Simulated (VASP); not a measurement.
Set up this calculation in VASP 6.6.1, as the native input.

```
Task                   : single point
Functional             : r2SCAN
Potentials or basis    : VASP PAW PBE potentials, release 64 (K_sv, F)
Cutoff                 : 520 eV
k mesh                 : 5 × 5 × 5
Occupations            : gaussian, width 0.01 eV
Spin                   : no spin polarisation
Dipole correction      : no
Further INCAR settings : ALGO = Normal; EDIFF = 1e-07; NBANDS = 24
```

KF:

```
CELL_PARAMETERS angstrom
3.65993 0.00000 0.00000
-1.82997 3.16960 0.00000
0.00000 0.00000 6.47881
ATOMIC_POSITIONS crystal
K 0.00000 0.00000 0.00000
K 0.00000 0.00000 0.50000
F 0.33333 0.66667 0.25000
F 0.66667 0.33333 0.75000
```

The cell was built by a generator and needn't be a form met in nature.

The input as run:

POSCAR

```
KF
1.0
    3.6599347861      0.0000000000      0.0000000000
   -1.8299673931      3.1695965009      0.0000000000
    0.0000000000      0.0000000000      6.4788135034
K F
2 2
Direct
    0.0000000000      0.0000000000      0.0000000000
    0.0000000000      0.0000000000      0.5000000000
    0.3333333333      0.6666666667      0.2500000000
    0.6666666667      0.3333333333      0.7500000000
```

INCAR.step1

```
SYSTEM = KF
ALGO = Normal
EDIFF = 1E-4
ENCUT = 520
GGA = PE
ISMEAR = 0
LASPH = .True.
LCHARG = .False.
LREAL = .False.
LWAVE = .True.
NBANDS = 24
NELM = 60
PREC = Accurate
SIGMA = 0.01
```

INCAR.step2

```
SYSTEM = KF
ALGO = Normal
EDIFF = 1E-7
ENCUT = 520
ISIF = 2
ISMEAR = 0
ISTART = 1
LASPH = .True.
LCHARG = .False.
LMIXTAU = .True.
LREAL = .False.
LWAVE = .False.
METAGGA = R2SCAN
NBANDS = 24
NELM = 60
PREC = Accurate
SIGMA = 0.01
```

KPOINTS

```
k-points
0
Gamma
  5 5 5
  0 0 0
```

Potentials or basis: VASP PAW PBE potentials, release 64 (K_sv, F).

Command:

```console
$ cat potpaw_PBE.64/K_sv/POTCAR potpaw_PBE.64/F/POTCAR > POTCAR
$ cp INCAR.step1 INCAR
$ mpirun -np 1 vasp_std > vasp.out
$ cp INCAR.step2 INCAR
$ mpirun -np 1 vasp_std > vasp.out
```

Results of the run:

```yaml
Pressure: 0.0 GPa
Band_gap_on_the_k_mesh: 6.87 eV, direct
```

Caveat: the PAW data sets were made with another functional, which shifts forces and pressure a little; an odd mesh through Γ misses points on the zone boundary, where band edges often lie.

It took 99 s on 1 thread of Intel(R) Xeon(R) Platinum 8488C (Sapphire Rapids), with other jobs on the host, peak memory 0.19 GiB.
